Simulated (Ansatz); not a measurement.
## TiO2: do energies and stresses tell the same story?

The calculation used DFT PBE+U, scalar-relativistic, plane waves, PAW (Ansatz).

Settings: cutoff 420 eV, Γ-centred mesh 6×6×6 on the computed 6-atom cell, Gaussian smearing of 0.02 eV; U_eff Ti 4.00 eV on the d shells (Löwdin-orthogonalised atomic orbitals); no spin polarisation.

Relaxed cell: I4_1/amd, a = 3.818 Å, b = 3.818 Å, c = 9.776 Å, α = 90.00°, β = 90.00°, γ = 90.00°, 6 atoms in the primitive cell.

Energies at zero smearing and pressures from the stress tensor, at volumes with shape and atoms relaxed:
```tsv
V (Å³/atom)	E − E(first) (meV/atom)	P (GPa)
10.450	0.00	25.78
10.806	-48.91	18.47
11.162	-82.14	11.64
11.519	-101.06	5.52
11.875	-107.09	0.01
12.231	-101.65	-4.86
12.587	-85.98	-9.13
13.062	-51.60	-13.93
```

**Question.** Check P = −dE/dV between neighbouring volumes, and get the bulk modulus from the pressures alone.

**Answer.** With 1 eV/Å³ = 160.2 GPa:
```json
{"middle V (Å³/atom)": "10.628", "−ΔE/ΔV (GPa)": "21.997", "mean P (GPa)": "22.122"}
{"middle V (Å³/atom)": "10.984", "−ΔE/ΔV (GPa)": "14.945", "mean P (GPa)": "15.054"}
{"middle V (Å³/atom)": "11.341", "−ΔE/ΔV (GPa)": "8.509", "mean P (GPa)": "8.582"}
{"middle V (Å³/atom)": "11.697", "−ΔE/ΔV (GPa)": "2.713", "mean P (GPa)": "2.767"}
{"middle V (Å³/atom)": "12.053", "−ΔE/ΔV (GPa)": "-2.451", "mean P (GPa)": "-2.426"}
{"middle V (Å³/atom)": "12.409", "−ΔE/ΔV (GPa)": "-7.043", "mean P (GPa)": "-6.995"}
{"middle V (Å³/atom)": "12.825", "−ΔE/ΔV (GPa)": "-11.598", "mean P (GPa)": "-11.530"}
```

The two differ by 0.12 GPa at most. The mean of two end pressures misses the average over a step by about ΔV² P″/12, up to 0.07 GPa here; with that taken off 0.07 GPa remains, from the finite cutoff, the mesh or the relaxation's tolerance. Around V = 11.875 Å³/atom, the two neighbours give B = −V ΔP/ΔV = 11.875 × 10.38 / 0.712 = 173.1 GPa, against B0 = 170.4 GPa from the Birch–Murnaghan fit of the energies.

A ferromagnetic start lost its moments in a first run, so spin was left out; other magnetic orders weren't tried.